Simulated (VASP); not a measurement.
## A VASP 6.6.1 single-point calculation on PbS

INCAR

```
NSW = 0
IBRION = -1
NBANDS = 17
NELM = 120
ENCUT = 600
ADDGRID = .TRUE.
LCHARG = .FALSE.
ISMEAR = -1
SIGMA = 0.02
EDIFF = 1E-7
LREAL = .FALSE.
ISIF = 2
LWAVE = .FALSE.
LASPH = .TRUE.
PREC = Accurate
GGA = PE
```

KPOINTS

```
KPOINTS created by Atomic Simulation Environment
0
Gamma
8 8 8
0 0 0
```

POSCAR

```
Pb S
 1.0000000000000000
     0.0000000000000000    3.0320411529000002    3.0320411529000002
     3.0320411529000002    0.0000000000000000    3.0320411529000002
     3.0320411529000002    3.0320411529000002    0.0000000000000000
 Pb  S
   1   1
Cartesian
  0.0000000000000000  0.0000000000000000  0.0000000000000000
  3.0320411529000002  3.0320411529000002  3.0320411529000002
```

The recommended PBE PAW datasets give the neutral cell 20 valence electrons.

Command

```
mpirun -np 1 vasp_std
```

Problem. How does this run end, and what does it give?

Solution. It converged. Results: gap between bands v and c on the k mesh 0.58 eV; least direct gap on the k mesh 0.58 eV; pressure -1.4 GPa. Band v is the last that the valence electrons fill when counted band by band, and c is the next.

OSZICAR

```
N       E                     dE             d eps       ncg     rms          rms(c)
DAV:   1     0.166568552575E+03    0.16657E+03   -0.10331E+04   986   0.134E+03
DAV:   2     0.431883841637E+01   -0.16225E+03   -0.15627E+03  1032   0.330E+02
DAV:   3    -0.893811422669E+01   -0.13257E+02   -0.13134E+02  1280   0.977E+01
DAV:   4    -0.929593016555E+01   -0.35782E+00   -0.35745E+00  1288   0.172E+01
DAV:   5    -0.930845096727E+01   -0.12521E-01   -0.12520E-01  1461   0.317E+00    0.421E+00
DAV:   6    -0.875768548005E+01    0.55077E+00   -0.16403E+00  1507   0.803E+00    0.293E+00
DAV:   7    -0.875997482477E+01   -0.22893E-02   -0.14651E-01  1166   0.187E+00    0.177E+00
DAV:   8    -0.876398042551E+01   -0.40056E-02   -0.19318E-02  1133   0.142E+00    0.412E-01
DAV:   9    -0.876317165044E+01    0.80878E-03   -0.42906E-03  1533   0.528E-01    0.107E-01
DAV:  10    -0.876344049749E+01   -0.26885E-03   -0.45745E-04  1122   0.120E-01    0.859E-02
DAV:  11    -0.876344114385E+01   -0.64636E-06   -0.60946E-05  1382   0.842E-02    0.119E-02
DAV:  12    -0.876344233392E+01   -0.11901E-05   -0.43355E-06  1256   0.208E-02    0.336E-03
DAV:  13    -0.876344233077E+01    0.31464E-08   -0.20169E-07  1311   0.516E-03
   1 F= -.87634423E+01 E0= -.87634423E+01  d E =-.436848E-08
```

For comparison, a separate PBE run of the intended cell, on usual settings and not on those above, gives a gap of 0.58 eV on its mesh and a pressure of -1.4 GPa.
